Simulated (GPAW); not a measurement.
Input of a GPAW 26.7.0 run:

Contents of run.py:

```python
from ase import Atoms
from ase.dft.bandgap import bandgap
from ase.io import write
from gpaw import GPAW, PW

atoms = Atoms(['Si', 'Si'],
              cell=[[0.0, 2.7218511865, 2.7218511865],
                    [2.7218511865, 0.0, 2.7218511865],
                    [2.7218511865, 2.7218511865, 0.0]],
              scaled_positions=[[0.5, 0.5, 0.5],
                                [0.75, 0.75, 0.75]],
              pbc=True)

calc = GPAW(mode=PW(600),
            xc='TB09',
            kpts={'size': (8, 8, 8), 'gamma': True},
            occupations={'name': 'fermi-dirac', 'width': 0.05},
            nbands=11,
            convergence={'density': 1e-05, 'energy': 1e-05},
            eigensolver='cg',
            maxiter=150,
            txt='gpaw.txt')
atoms.calc = calc
energy = atoms.get_potential_energy()
calc.write('gs.gpw')
write('result.traj', atoms)
print('Fermi level:', round(calc.get_fermi_level(), 4), 'eV')
print(f'Gap: {bandgap(calc)[0]:.4f} eV, direct: {bandgap(calc, direct=True)[0]:.4f} eV')
```

Potentials or basis: GPAW PAW data sets for LDA (gpaw-data 1.2.1), pw.

Command:

```console
$ OMP_NUM_THREADS=1 python run.py
```

Problem. What does it give for the band gap on the k mesh?

Solution. 1.27 eV, indirect (least direct gap 3.18 eV).

Caveat: a model potential gives levels but no total energy. A k mesh can miss the band edges.
